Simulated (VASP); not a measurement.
KCl: relaxation of cell and atoms with PBEsol

KCl:

```xyz
2
Lattice="0.0000 3.0109 3.0109 3.0109 0.0000 3.0109 3.0109 3.0109 0.0000" Properties=species:S:1:pos:R:3 pbc="T T T"
K     0.0000    0.0000    0.0000
Cl    3.0109    3.0109    3.0109
```

```
Program                : VASP 6.6.1
Task                   : relaxation of cell and atoms
Functional             : PBEsol
Potentials or basis    : VASP PAW PBE potentials, release 64 (K_sv, Cl)
Cutoff                 : 520 eV
k mesh                 : 12 × 12 × 12
Occupations            : gaussian, width 0.1 eV
Spin                   : no spin polarisation
Target pressure        : 4 GPa
Further INCAR settings : ALGO = Normal; EDIFF = 1e-07; IBRION = 2; EDIFFG = -0.15; NSW = 80; ISIF = 3
Target pressure        : 4 GPa
```

* Relaxed volume: 26.44 Å³/atom
* Relaxed cell: a = 4.213 Å, b = 4.213 Å, c = 4.213 Å, α = 60.00°, β = 60.00°, γ = 60.00°
* Space group after relaxing (to 0.05 Å): Fm-3m (No. 225)
* Energy change on relaxing (the enthalpy is what falls): +17.2 meV/atom
* Ionic steps: 2
* Pressure after relaxing: 3.8 GPa
* Band gap on the k mesh: 5.60 eV, direct

The path:
```tsv
step	energy change (eV)	largest force (eV/Å)	pressure (GPa)	volume (Å³)
1	0.0000	0.0000	2.72	54.59
2	0.0344	0.0000	3.79	52.89
```

Final structure:
```
K Cl
1.0
     0.00000    2.97928    2.97928
     2.97928    0.00000    2.97928
     2.97928    2.97928    0.00000
K Cl
1 1
Direct
  0.00000 0.00000 0.00000
  0.50000 0.50000 0.50000
```

Levels at points of the mesh, in eV from the valence-band top:
```csv
k point,band 6,band 7,band 8,band 9,band 10,band 11
"(0.00, 0.00, 0.00)",0.00,0.00,0.00,5.60,8.30,8.30
"(0.50, 0.00, 0.00)",-1.42,-0.50,-0.50,7.86,9.09,10.98
"(0.50, 0.50, 0.00)",-0.77,-0.26,-0.26,6.16,8.98,10.46
```

Run time: 44 s on 1 thread of Intel(R) Xeon(R) Platinum 8259CL CPU @ 2.50GHz (Skylake/Cascade Lake), with other jobs on the host, peak memory 0.21 GiB.

Caveat: the cell is relaxed towards a set pressure, so the enthalpy falls and the energy may rise; the PAW data sets were made with another functional, which shifts forces and pressure a little; the relaxation stopped at a loose force limit of 0.15 eV/Å, so its end isn't a converged minimum. A k mesh can miss the band edges.
